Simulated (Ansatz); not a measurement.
(100) slab cut from the bulk of Ti, 15 Å of vacuum:

```yaml
crystal:
  lattice:
    - [3.25551, 0.00000, 0.00000]
    - [0.00000, 3.25551, 0.00000]
    - [0.00000, 0.00000, 24.76652]
  atoms:
    - { symbol: Ti, position: [0.50000, 0.50000, 0.30283] }
    - { symbol: Ti, position: [0.00000, 0.00000, 0.36855] }
    - { symbol: Ti, position: [0.50000, 0.50000, 0.43428] }
    - { symbol: Ti, position: [0.00000, 0.00000, 0.50000] }
    - { symbol: Ti, position: [0.50000, 0.50000, 0.56572] }
    - { symbol: Ti, position: [0.00000, 0.00000, 0.63145] }
    - { symbol: Ti, position: [0.50000, 0.50000, 0.69717] }
```

The calculation used DFT PBE, scalar-relativistic, plane waves, PAW in Ansatz 0.2.0. Settings: cutoff 420 eV, Γ-centred mesh 11×11×1 on the computed 7-atom cell, Gaussian smearing of 0.10 eV; no spin polarisation. The cell repeats along c with a dipole correction in the vacuum.

This base run converges in 9 iterations with a largest force of 0.471 eV/Å and a work function of 3.22 eV on the top face.

One setting at a time is then changed, some of them on purpose to poor values; changes count from the base run, energies are extrapolated to zero smearing, γ keeps the base's bulk energy, atoms stay where they are, and risky runs are capped at 50 to 100 iterations.

(1) What does each change do? occupations fixed; occupations cold 0.2 eV; n_extra_bands = 30; no dipole correction, vacuum of 8 Å; occupations gaussian 0.01 eV; cutoff 300 eV; no dipole correction, vacuum of 15 Å; cutoff 120 eV; k mesh 5×5×1.

Spin polarisation was left out, and a magnetic state may lie lower. The smearing is narrow for a metal on this mesh. In some of the runs (cutoff 120) charge leaks into the vacuum, so their work functions can be off.

Answers

(1)
| change | outcome | SCF iterations | ΔE (meV/atom) | Δγ (J/m²) | Δφ top (eV) | largest force (eV/Å) | largest change of a force (eV/Å) |
| --- | --- | --- | --- | --- | --- | --- | --- |
| occupations fixed | converged with warnings | 30 | +114.0 | +0.603 | +0.07 | 0.550 | 0.225 |
| occupations cold 0.2 eV | converged | 9 | -0.2 | -0.001 | +0.01 | 0.470 | 0.019 |
| n_extra_bands = 30 | converged | 9 | 0.0 | 0.000 | 0.00 | 0.471 | 0.000 |
| no dipole correction, vacuum of 8 Å | converged | 9 | +0.1 | 0.000 |  | 0.466 | 0.005 |
| occupations gaussian 0.01 eV | converged | 11 | +0.2 | +0.001 | -0.02 | 0.507 | 0.047 |
| cutoff 300 eV | converged with warnings | 9 | +126.7 |  | +0.01 | 0.482 | 0.011 |
| no dipole correction, vacuum of 15 Å | converged | 9 | 0.0 | 0.000 |  | 0.471 | 0.000 |
| cutoff 120 eV | converged with warnings | 13 | +51680.6 |  | +1.38 | 5.112 | 4.641 |
| k mesh 5×5×1 | converged | 9 | +3.9 | +0.021 | +0.04 | 0.516 | 0.082 |

The reference crystal is the bcc form of Ti, which isn't its usual structure.

Cost: 10 runs of about 4.9 core-minutes in all, on Intel Xeon Processor @ 2.70GHz (shared hosts).